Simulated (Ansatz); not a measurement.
# Li(110) slab, 3 layers: from the cell to its phonons

Aim: the vibrations of Li(110) slab, 3 layers, their spectra, and whether the structure is stable.

Method: DFT PBE, scalar-relativistic, plane waves, PAW; PAW set soft_1, in Ansatz 0.2.0.

## 1. Starting point

The cell holds 3 atoms: 3 Li. Its edges and angles: a = 3.022 Å, b = 3.022 Å, c = 17.936 Å, α = 90.0°, β = 90.0°, γ = 70.5°. Vacuum lies along c.

## 2. Relaxation

The cell and atoms are relaxed, since residual forces and stress would shift the frequencies.

The program solves this slab on a cell height of its own, 33.7 Å, in place of the one typed.

File input.yaml:

```yaml
crystal:
  lattice:
    - [1.745, 2.4678, 0.0]
    - [-1.745, 2.4678, 0.0]
    - [0.0, 0.0, 17.93561]
  atoms:
    - { symbol: Li, position: [0.0, 0.0, 0.362408] }
    - { symbol: Li, position: [0.5, 0.5, 0.5] }
    - { symbol: Li, position: [0.0, 0.0, 0.637592] }
  periodic: [true, true, false]
kpoints:
  mp_grid: { grid: [14, 14, 1] }
hamiltonian:
  xc: pbe
  pseudopotentials: { kind: paw, azcp: { folder: soft_1 } }
scf:
  occupations: { method: gaussian, width: 0.1 }
output:
  forces: true
  stress: true
  eigenvalues: true
relax:
  adjacent_minimum: "off"
  f_tol: 0.005
  max_steps: 80
  cell: { stress_2d_tol: 0.02 }
```

Run with:

```console
$ ansatz run input.yaml --threads 4 --pin off --max-ram 16384MiB --backend cpu --events-out ev --progress --plain --runs-dir out
```

Numbers of over 12 decimals in the logs are rounded to 6 here.

Log:

```text
Warning: crystal.periodic: the lattice vector that does not repeat stood 0.000° off the slab's normal, 17.936 Å along it as the deck builds it. The run solves the slab on a vector along the normal, 33.671 Å long, with every atom where it was (on the deck's vector they left 13.00 Å outside them, and the widest stretch free of ions among them is 2.47 Å). A fractional position that the run reports is one of the run's ce [...]
crystal.periodic: the lattice vector that does not repeat stood 0.000° off the slab's normal, 17.936 Å along it as the deck builds it. The run solves the slab on a vector along the normal, 33.671 Å long, with every atom where it was (on the deck's vector they left 13.00 Å outside them, and the widest stretch free of ions among them is 2.47 Å). A fractional position that the run reports is one of the run's cell, which [...]
Engine: ansatz 0.2.0, aarch64-unknown-linux-gnu
Pseudopotentials: kind: paw
Pseudopotential: Li, paw, valence charge 3, recommended cutoff 420 eV (normal), soft_1/Li.paw.azcp
Functional definition: PBE
  parameter kappa = 0.804
  parameter beta = 0.066725
  exchange = pbe_x(kappa = kappa, mu = beta*pi^2/3)
  correlation = pbe_c(beta = beta)
Crystal: 3 atoms, lattice volume = 289.997 Å³
Basis set: ecut = 420 eV, 5597 PW (Γ), exchange–correlation on 48×48×480 points (8 copies of the dense FFT grid, shifted against one another)
Bands: 9, of which v1, the nominal top of the filled ones, is band 5 counted from 1 (4 counted from 0)
Symmetry: 8 space group operations
Space group: Cmmm (ITA 65), of the structure as read, at distance tolerance 6.6e-5 Å
k-points: 57 of 196
Non-local potential: Li, projectors of the file, l = 0: 3, l = 1: 2, l = 2: 1
PAW form: soft (Blöchl's): semilocal exchange-correlation on the pseudo side does not see the compensation charge
PAW one-centre angular grid: Li, 110 points (default); XC on 96 Gauss nodes
Initial density: superposition of atomic densities (neutral atoms: chi_scale 0, normalization atom)
Initial wavefunctions: pseudopotential atomic-orbital guess
Functional: x = pbe(κ = 0.804, μ = 0.219515), c = pbe(β = 0.066725)
SCF iter   1: F=—  HF=-614.140191 eV  |F-HF|=—  |Δ(HF+E_count)|=         —  Δρ=7.91e-3  dr2=3.51e0  ethr=3.10e-3  ⟨swp⟩=11.3  Hψ=6205  notcnv=0
preconditioner: auto → LDOS  [metal: Δε(μ)=0.006 eV  Ē_g=4.600 eV  σ=0.100 eV  W_gap=0.03  n_scr=16 (ndim 8)  ℏωp=3.8 eV  f_vac=0.662  D(μ)=1.82/eV (n_scr^D=10)  β→1.0]
SCF iter   2: F=—  HF=-613.463864 eV  |F-HF|=—  |Δ(HF+E_count)|=   6.76e-1  Δρ=3.60e-3  dr2=1.18e-1  ethr=3.10e-3  ⟨swp⟩=3.2  Hψ=1442  notcnv=0  defer=15
SCF iter   3: F=—  HF=-613.525081 eV  |F-HF|=—  |Δ(HF+E_count)|=   6.12e-2  Δρ=7.05e-4  dr2=1.36e-2  ethr=1.31e-3  ⟨swp⟩=2.6  Hψ=830  notcnv=0  defer=15
SCF iter   4: F=—  HF=-613.525454 eV  |F-HF|=—  |Δ(HF+E_count)|=   3.73e-4  Δρ=2.24e-4  dr2=1.04e-3  ethr=1.51e-4  ⟨swp⟩=1.5  Hψ=618  notcnv=0  defer=15
SCF iter   5: F=—  HF=-613.525552 eV  |F-HF|=—  |Δ(HF+E_count)|=   9.74e-5  Δρ=6.53e-5  dr2=1.33e-4  ethr=1.16e-5  ⟨swp⟩=1.6  Hψ=598  notcnv=0  defer=15
SCF iter   6: F=—  HF=-613.525553 eV  |F-HF|=—  |Δ(HF+E_count)|=   1.32e-6  Δρ=2.58e-5  dr2=2.19e-5  ethr=1.48e-6  ⟨swp⟩=1.5  Hψ=559  notcnv=0  defer=15
SCF iter   7: F=—  HF=-613.525550 eV  |F-HF|=—  |Δ(HF+E_count)|=   2.67e-6  Δρ=4.24e-6  dr2=2.34e-7  ethr=2.43e-7  ⟨swp⟩=1.5  Hψ=571  notcnv=0  defer=15
iter 8 did not close the SCF: its close was put off until two iterations running show no level that it waits for move by more than its bar (scf_convergence_deferred on its scf_iter line)
SCF iter   8: F=-613.525550 eV  HF=-613.525550 eV  |F-HF|=2.08e-9  |Δ(HF+E_count)|=   2.68e-7  Δρ=6.86e-7  dr2=1.43e-8  ethr=1.11e-9  ⟨swp⟩=9.9  Hψ=3196  notcnv=0
iter 9 did not close the SCF: its close was put off until two iterations running show no level that it waits for move by more than its bar (scf_convergence_deferred on its scf_iter line)
SCF iter   9: F=-613.525550 eV  HF=-613.525550 eV  |F-HF|=3.08e-11  |Δ(HF+E_count)|=   4.61e-9  Δρ=1.04e-7  dr2=5.65e-10  ethr=1.59e-10  ⟨swp⟩=2.0  Hψ=1361  notcnv=0
SCF iter  10: F=-613.525550 eV  HF=-613.525550 eV  |F-HF|=1.23e-11  |Δ(HF+E_count)|=  4.12e-10  Δρ=9.21e-9  dr2=7.38e-13  ethr=6.27e-12  ⟨swp⟩=1.0  Hψ=1251  notcnv=0
SCF 1 converged in 10 iterations: F = -613.525550 eV  dr2 = 7.38e-13
  greatest PAW one-centre occupation: 1.000 electrons in one spin orbital (limit 2), on the Li atom at site 2 (counted from 0), in its partial waves of l = 0
relax step   1: F+E_penalty+E_count = -613.52555049 eV  Δ(F+E_penalty+E_count) = +0.000e0 eV  max|allowed force component| = 1.080e-1 eV/Å  Δτ_max = 0.0000 Å  P = -0.309 N/m  Ω = 289.997 Å³  fix = [c, alpha, beta]  reactions: c +0.000 N/m  (10 SCF iters, dr2 threshold 1.00e-7 eV, accepted)
Crystal: 3 atoms, lattice volume = 289.497 Å³
Basis set: ecut = 420 eV, 5589 PW (Γ), exchange–correlation on 48×48×480 points (8 copies of the dense FFT grid, shifted against one another)
Initial density: handed on by an earlier stage of this run
Initial wavefunctions: those handed on with the density
iter 1 solved again at ethr=2.33e-3 eV; its pass at ethr=3.10e-3 eV (dr2=2.10e-1 eV) is discarded
SCF iter   1: F=—  HF=-613.571371 eV  |F-HF|=—  |Δ(HF+E_count)|=         —  Δρ=2.23e-3  dr2=2.03e-1  ethr=2.33e-3  ⟨swp⟩=1.0  Hψ=5107  notcnv=0
preconditioner: auto → LDOS  [metal: Δε(μ)=0.038 eV  Ē_g=4.149 eV  σ=0.100 eV  W_gap=0.21  n_scr=16 (ndim 8)  ℏωp=3.8 eV  f_vac=0.698  D(μ)=1.53/eV (n_scr^D=10)  β→1.0]
SCF iter   2: F=—  HF=-613.543476 eV  |F-HF|=—  |Δ(HF+E_count)|=   2.79e-2  Δρ=8.72e-4  dr2=7.67e-3  ethr=2.26e-3  ⟨swp⟩=2.0  Hψ=740  notcnv=0
SCF iter   3: F=—  HF=-613.545211 eV  |F-HF|=—  |Δ(HF+E_count)|=   1.73e-3  Δρ=1.79e-4  dr2=4.78e-4  ethr=8.52e-5  ⟨swp⟩=1.9  Hψ=841  notcnv=0  defer=3
SCF iter   4: F=—  HF=-613.545233 eV  |F-HF|=—  |Δ(HF+E_count)|=   2.22e-5  Δρ=3.27e-5  dr2=5.11e-6  ethr=5.31e-6  ⟨swp⟩=1.5  Hψ=534  notcnv=0  defer=3
SCF iter   5: F=—  HF=-613.545230 eV  |F-HF|=—  |Δ(HF+E_count)|=   2.83e-6  Δρ=5.65e-6  dr2=2.34e-7  ethr=3.33e-9  ⟨swp⟩=9.5  Hψ=3012  notcnv=0
iter 6 did not close the SCF: its close was put off until two iterations running show no level that it waits for move by more than its bar (scf_convergence_deferred on its scf_iter line)
SCF iter   6: F=-613.545230 eV  HF=-613.545230 eV  |F-HF|=5.72e-9  |Δ(HF+E_count)|=   1.92e-7  Δρ=9.42e-7  dr2=1.40e-8  ethr=2.60e-9  ⟨swp⟩=3.0  Hψ=1910  notcnv=0
SCF iter   7: F=-613.545230 eV  HF=-613.545230 eV  |F-HF|=3.88e-10  |Δ(HF+E_count)|=   8.82e-9  Δρ=2.34e-7  dr2=1.63e-9  ethr=1.56e-10  ⟨swp⟩=1.3  Hψ=1386  notcnv=0
[...]
preconditioner: auto → LDOS  [metal: Δε(μ)=0.089 eV  Ē_g=4.075 eV  σ=0.100 eV  W_gap=0.47  n_scr=16 (ndim 8)  ℏωp=3.8 eV  f_vac=0.696  D(μ)=1.68/eV (n_scr^D=10)  β→1.0]
SCF iter   2: F=—  HF=-613.545640 eV  |F-HF|=—  |Δ(HF+E_count)|=   4.40e-4  Δρ=1.08e-4  dr2=7.90e-5  ethr=3.64e-5  ⟨swp⟩=1.1  Hψ=521  notcnv=0
SCF iter   3: F=—  HF=-613.545672 eV  |F-HF|=—  |Δ(HF+E_count)|=   3.20e-5  Δρ=2.38e-5  dr2=7.06e-6  ethr=8.78e-7  ⟨swp⟩=1.8  Hψ=580  notcnv=0
SCF iter   4: F=—  HF=-613.545673 eV  |F-HF|=—  |Δ(HF+E_count)|=   7.62e-7  Δρ=4.70e-6  dr2=1.34e-7  ethr=7.85e-8  ⟨swp⟩=1.4  Hψ=539  notcnv=0
SCF iter   5: F=-613.545673 eV  HF=-613.545673 eV  |F-HF|=6.39e-9  |Δ(HF+E_count)|=   6.92e-8  Δρ=7.14e-7  dr2=3.46e-9  ethr=7.51e-10  ⟨swp⟩=6.9  Hψ=2635  notcnv=0
SCF 3 converged in 5 iterations: F = -613.545673 eV  dr2 = 3.46e-9
relax step   3: F+E_penalty+E_count = -613.54567276 eV  Δ(F+E_penalty+E_count) = -4.426e-4 eV  max|allowed force component| = 4.089e-3 eV/Å  Δτ_max = 0.0173 Å  P = -0.066 N/m  Ω = 288.863 Å³  energy of the carried Pulay correction = +2.209e-6 eV  fix = [c, alpha, beta]  reactions: c +0.000 N/m  (5 SCF iters, dr2 threshold 6.76e-8 eV, accepted)
[...]
relax step   4: F+E_penalty+E_count = -613.54685163 eV  Δ(F+E_penalty+E_count) = -1.179e-3 eV  max|allowed force component| = 1.216e-4 eV/Å  Δτ_max = 0.0193 Å  P = -0.002 N/m  Ω = 286.168 Å³  energy of the carried Pulay correction = +7.488e-6 eV  fix = [c, alpha, beta]  reactions: c +0.000 N/m  (6 SCF iters, dr2 threshold 3.17e-8 eV, accepted)
[...]
relax step   5: F+E_penalty+E_count = -613.54841035 eV  Δ(F+E_penalty+E_count) = -1.559e-3 eV  max|allowed force component| = 2.960e-3 eV/Å  Δτ_max = 0.0239 Å  P = +0.081 N/m  Ω = 282.191 Å³  energy of the carried Pulay correction = +1.537e-5 eV  fix = [c, alpha, beta]  reactions: c +0.000 N/m  (6 SCF iters, dr2 threshold 8.98e-9 eV, accepted)
[...]
relax step   6: F+E_penalty+E_count = -613.54987703 eV  Δ(F+E_penalty+E_count) = -1.467e-3 eV  max|allowed force component| = 6.116e-3 eV/Å  Δτ_max = 0.0343 Å  P = +0.227 N/m  Ω = 277.351 Å³  energy of the carried Pulay correction = +2.512e-5 eV  fix = [c, alpha, beta]  reactions: c +0.000 N/m  (6 SCF iters, dr2 threshold 5.59e-8 eV, accepted)
[...]
relax step   7: F+E_penalty+E_count = -613.55071376 eV  Δ(F+E_penalty+E_count) = -8.367e-4 eV  max|allowed force component| = 4.032e-3 eV/Å  Δτ_max = 0.0105 Å  P = -0.097 N/m  Ω = 283.714 Å³  energy of the carried Pulay correction = +1.234e-5 eV  fix = [c, alpha, beta]  reactions: c -0.000 N/m  (5 SCF iters, dr2 threshold 7.98e-8 eV, accepted)
[...]
relax step   8: F+E_penalty+E_count = -613.55089817 eV  Δ(F+E_penalty+E_count) = -1.844e-4 eV  max|allowed force component| = 1.164e-3 eV/Å  Δτ_max = 0.0017 Å  P = -0.019 N/m  Ω = 282.169 Å³  energy of the carried Pulay correction = +1.542e-5 eV  fix = [c, alpha, beta]  reactions: c -0.000 N/m  (5 SCF iters, dr2 threshold 1.26e-8 eV, accepted)
[...]
relax step   9: F+E_penalty+E_count = -613.55090686 eV  Δ(F+E_penalty+E_count) = -8.689e-6 eV  max|allowed force component| = 8.855e-6 eV/Å  Δτ_max = 0.0011 Å  P = +0.000 N/m  Ω = 281.799 Å³  energy of the carried Pulay correction = +1.616e-5 eV  fix = [c, alpha, beta]  reactions: c +0.000 N/m  (5 SCF iters, dr2 threshold 5.08e-10 eV, accepted)
Initial wavefunctions: pseudopotential atomic-orbital guess (no wavefunctions were taken with the density)
iter 1 solved again at ethr=1.01e-7 eV; its pass at ethr=3.10e-3 eV (dr2=9.05e-6 eV) is discarded
SCF iter   1: F=—  HF=-613.550406 eV  |F-HF|=—  |Δ(HF+E_count)|=         —  Δρ=4.01e-5  dr2=2.55e-7  ethr=1.01e-7  ⟨swp⟩=3.8  Hψ=6364  notcnv=0
preconditioner: auto → LDOS  [metal: Δε(μ)=0.027 eV  Ē_g=4.075 eV  σ=0.100 eV  W_gap=0.15  n_scr=16 (ndim 8)  ℏωp=3.8 eV  f_vac=0.691  D(μ)=1.90/eV (n_scr^D=10)  β→1.0]
SCF iter   2: F=—  HF=-613.550893 eV  |F-HF|=—  |Δ(HF+E_count)|=   4.87e-4  Δρ=2.25e-6  dr2=1.15e-7  ethr=2.83e-9  ⟨swp⟩=3.4  Hψ=877  notcnv=0
SCF iter   3: F=—  HF=-613.550891 eV  |F-HF|=—  |Δ(HF+E_count)|=   2.32e-6  Δρ=1.76e-6  dr2=1.98e-8  ethr=1.28e-9  ⟨swp⟩=1.2  Hψ=523  notcnv=0
SCF iter   4: F=—  HF=-613.550893 eV  |F-HF|=—  |Δ(HF+E_count)|=   2.31e-6  Δρ=1.77e-7  dr2=5.35e-10  ethr=2.20e-10  ⟨swp⟩=1.6  Hψ=559  notcnv=0
SCF iter   5: F=—  HF=-613.550893 eV  |F-HF|=—  |Δ(HF+E_count)|=   1.94e-8  Δρ=4.75e-8  dr2=1.77e-11  ethr=5.95e-12  ⟨swp⟩=1.8  Hψ=597  notcnv=0
SCF iter   6: F=-613.550893 eV  HF=-613.550893 eV  |F-HF|=1.60e-11  |Δ(HF+E_count)|=   3.25e-9  Δρ=6.63e-9  dr2=7.28e-13  ethr=1.00e-12  ⟨swp⟩=8.1  Hψ=2697  notcnv=0
SCF 10 converged in 6 iterations: F = -613.550893 eV  dr2 = 7.28e-13
relax step  10: F+E_penalty+E_count = -613.55089324 eV  Δ(F+E_penalty+E_count) = +1.363e-5 eV  max|allowed force component| = 4.978e-6 eV/Å  Δτ_max = 0.0000 Å  P = +0.000 N/m  Ω = 281.799 Å³  fix = [c, alpha, beta]  reactions: c +0.000 N/m  stress off target by 1.21e-3 N/m on what of the cell is left free  SCF on the basis re-selected at this cell (its energy is not comparable with the rows above)  (6 SCF iters)
basis re-selected at this cell: Δ(F+E_penalty+E_count) = +1.363e-5 eV, ΔP = +0.000 N/m vs the last step (what re-selecting the basis moved, of the pressure what is left beyond the Pulay correction that the steps carried, after the strain that the cell walked since its last selection, with what the two solves' SCF thresholds leave and, on support functions, any second-order correction that the steps lacked; it is no m [...]
SCF converged after 6 iterations
Free energy (F): -613.550893 eV
Harris-Foulkes:  -613.550893 eV  (|F-HF|=1.60e-11)
Internal energy: -613.541396 eV  (E = F + TS)
E sigma→0 (E₀):  -613.546144 eV
Entropy (-TS):   -0.009498 eV (-3.166 meV/atom)
Fermi energy:    -3.335479 eV
--- Per-component energies (eV) ---
  E_band       = -314.369630
  E_kinetic    = 46.518361
  E_local      = -5793.100092  (includes V_loc(G=0)·N_el)
  E_nonlocal   = -59.453464
  E_hartree    = 2787.296739
  E_xc         = -24.121270
  E_vxc        = -31.095368  (∫ρ·V_xc dr)
  E_paw        = -71.988819  (= ΣΔE_a)
  E_vpaw       = -51.833330  (= ΣTr[D̂ρ^β])
  E_aug_tail   = 0.000774  (compensation charges beyond the density's cutoff)
  E_ewald      = 2501.306374
  E_smearing   = -0.009498  (= −TS)
  E_closure    = -0.000000  (closes the sum)
  Σ components = -613.550893   (vs F -613.550893, Δ=0.00e0)
--- Forces (eV/Å), atoms counted from 1 ---
  atom   1  Li    -0.00000000    -0.00000000    -0.00000498
  atom   2  Li     0.00000000    -0.00000000     0.00000000
  atom   3  Li     0.00000000     0.00000000     0.00000498
  max |Σ_I F_I| component: 6.31e-30 eV/Å
--- 2D stress c σ (N/m, compression-positive) ---
       -0.000269       0.000000       0.000000
        0.000000       0.001214       0.000000
        0.000000       0.000000       0.000000
  P = ½ c Tr σ = 0.0005 N/m
--- Band table (eV; the first three rows and the last of 57) ---
  k-point 0: bands = ["-50.2384", "-50.2382", "-49.8019", "-6.6230", "-5.5907", "-3.9661", "-2.9778", "-0.4339", "-0.1919"]
  k-point 1: bands = ["-50.2380", "-50.2378", "-49.8014", "-6.5481", "-5.5147", "-3.8826", "-2.8780", "-0.3450", "-0.0925"]
  k-point 2: bands = ["-50.2367", "-50.2365", "-49.8001", "-6.3233", "-5.2877", "-3.6352", "-2.5789", "-0.0846", "0.2056"]
  k-point 56: bands = ["-50.2257", "-50.2255", "-49.7890", "-3.2452", "-2.0444", "-0.5327", "0.0511", "0.2140", "1.5572"]
--- Relaxed structure (9 steps of the walk, 9 accepted, 1 SCFs on fresh bases) ---
  F+E_penalty+E_count = -613.55089324 eV   max|allowed force component| = 4.978e-6 eV/Å   (the final SCF, on the basis selected at the relaxed cell)
  cell:  # Å, volume = 281.7995 Å³
    - [1.632994, 2.562520, 0]
    - [-1.632994, 2.562520, 0]
    - [0, 0, 33.671186]
  atoms:
    - { symbol: Li, position: [0, 0, 0.196140] }
    - { symbol: Li, position: [0.500000, 0.500000, 0.266335] }
    - { symbol: Li, position: [0, 0, 0.336530] }
```

Run time: 28 s. Hardware: 4 threads of Arm Neoverse V1, shared host; peak memory 0.6 GiB; 1.8 min of CPU time.

Step by step:

| step | energy less that of the first step (eV) | largest force component (eV/Å) | volume (Å³) |
| --- | --- | --- | --- |
| 1 | 0.0000 | 0.1080 | 290.00 |
| 2 | -0.0197 | 0.0111 | 289.50 |
| 3 | -0.0201 | 0.0041 | 288.86 |
| 4 | -0.0213 | 0.0001 | 286.17 |
| 5 | -0.0229 | 0.0030 | 282.19 |
| 6 | -0.0243 | 0.0061 | 277.35 |
| 7 | -0.0252 | 0.0040 | 283.71 |
| 8 | -0.0253 | 0.0012 | 282.17 |
| 9 | -0.0254 | 0.0000 | 281.80 |
| 10* | -0.0253 | 0.0000 | 281.80 |

Relaxation steps marked * repeat the geometry before them on a plane-wave basis chosen anew for their cell, so energy and pressure can jump there.

Forces are held to the 8 operations that the run works with; a distortion that breaks them can't arise in this run.

| cell as run | before | after | change |
| --- | --- | --- | --- |
| a (Å) | 3.022 | 3.039 | +0.5 % |
| b (Å) | 3.022 | 3.039 | +0.5 % |
| γ (°) | 70.53 | 65.02 | -7.8 % |

The atoms that moved most (Å, along periodic axes as changes of fractional coordinates times the final cell, across vacuum about the mean position):

| atom | dx | dy | dz | length |
| --- | --- | --- | --- | --- |
| Li1 | 0.000 | 0.000 | 0.104 | 0.104 |
| Li3 | 0.000 | 0.000 | -0.104 | 0.104 |

Final coordinates:

```cif
data_structure
_symmetry_space_group_name_H-M 'P 1'
_symmetry_Int_Tables_number 1
_cell_length_a 3.0386
_cell_length_b 3.0386
_cell_length_c 33.6712
_cell_angle_alpha 90.000
_cell_angle_beta 90.000
_cell_angle_gamma 65.016
_cell_volume 281.80
loop_
_atom_site_label
_atom_site_type_symbol
_atom_site_fract_x
_atom_site_fract_y
_atom_site_fract_z
_atom_site_occupancy
Li1 Li 0.00000 0.00000 0.19614 1
Li2 Li 0.50000 0.50000 0.26633 1
Li3 Li 0.00000 0.00000 0.33653 1
```

This step gave:

- gap on the k-mesh: 0 eV
- area per atom: 2.79 Å²

(Continued in part 2 of 3.)

[Logs are printed without paths, hosts, clocks, repeated set-up lines and the standing remarks that a program may print on its own settings, such as how far it seeks lower states.]

[Hosts, paths, dates, database ids (printed as entryN), source tags and the programs' standing remarks are cut or masked in the printed files.]
